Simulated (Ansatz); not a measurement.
# Cs2SnI6: the cell at several levels of theory

One table from this session's results is given with a row withheld; the runs are named, their logs left out.

Code: Ansatz 0.2.0. PAW datasets, plane waves, zero pressure. No spin polarisation and no zero-point or thermal motion.

## Starting point

The symmetry is Fm-3m (No. 225, cubic); a = 11.628 Å in the conventional setting, 43.67 Å³ an atom. Around Cs lie 12 I at 4.11 Å; around Sn lie 6 I at 2.85 Å; around I lie 1 Sn at 2.85 Å and 4 Cs at 4.11 Å.

Structure file:

```cif
data_structure
_symmetry_space_group_name_H-M 'Fm-3m'
_symmetry_Int_Tables_number 225
_cell_length_a 11.6276
_cell_length_b 11.6276
_cell_length_c 11.6276
_cell_angle_alpha 90.000
_cell_angle_beta 90.000
_cell_angle_gamma 90.000
_cell_volume 1572.06
loop_
_atom_site_label
_atom_site_type_symbol
_atom_site_symmetry_multiplicity
_atom_site_Wyckoff_symbol
_atom_site_fract_x
_atom_site_fract_y
_atom_site_fract_z
_atom_site_occupancy
Cs1 Cs 8 c 0.25000 0.75000 0.75000 1
Sn1 Sn 4 a 0.00000 0.00000 0.00000 1
I1 I 24 e 0.24536 0.00000 0.00000 1
```

Set-up of the first run:

The input, input.yaml:

```yaml
crystal:
  lattice:
    - [0.0, 5.8138, 5.8138]
    - [5.8138, 0.0, 5.8138]
    - [5.8138, 5.8138, 0.0]
  atoms:
    - { symbol: Cs, position: [0.25, 0.25, 0.25] }
    - { symbol: Cs, position: [0.75, 0.75, 0.75] }
    - { symbol: Sn, position: [0.0, 0.0, 0.0] }
    - { symbol: I, position: [0.75464, 0.24536, 0.24536] }
    - { symbol: I, position: [0.24536, 0.75464, 0.24536] }
    - { symbol: I, position: [0.24536, 0.75464, 0.75464] }
    - { symbol: I, position: [0.75464, 0.24536, 0.75464] }
    - { symbol: I, position: [0.24536, 0.24536, 0.75464] }
    - { symbol: I, position: [0.75464, 0.75464, 0.24536] }
kpoints:
  mp_grid: { grid: [4, 4, 4] }
hamiltonian:
  xc: pbe
scf:
  occupations: { method: fermi_dirac, width: 0.02 }
relax:
  f_tol: 0.005
  cell: {}
```

On the command line:

```sh
$ ansatz run input.yaml --threads 8 --pin off --max-ram 20275MiB --backend cpu --events-out ev --progress --plain --runs-dir out
```

Steps of the session up to this table: Relaxation with PBE; r2SCAN: cell and atoms; Relaxation with PBEsol; LDA: cell and atoms.

One of the session's tables, all rows but one given; the rest of the session is left out.

It belongs to the step «The cells side by side». 

| level | a (Å) | volume (Å³/atom) |
| --- | --- | --- |
| PBE | 12.039 | 48.470 |
| r2SCAN | 11.841 | 46.112 |
| PBEsol | ? | ? |
| LDA | 11.286 | 39.929 |

**Question.** Estimate the row for PBEsol.

As computed: a (Å): 11.554; volume (Å³/atom): 42.844. In the column «a (Å)» it lies between LDA (11.286) and r2SCAN (11.841).

LDA gives the smallest cell and PBE the largest; they differ by 21.4 % in volume, a mean of 6.7 % in length.
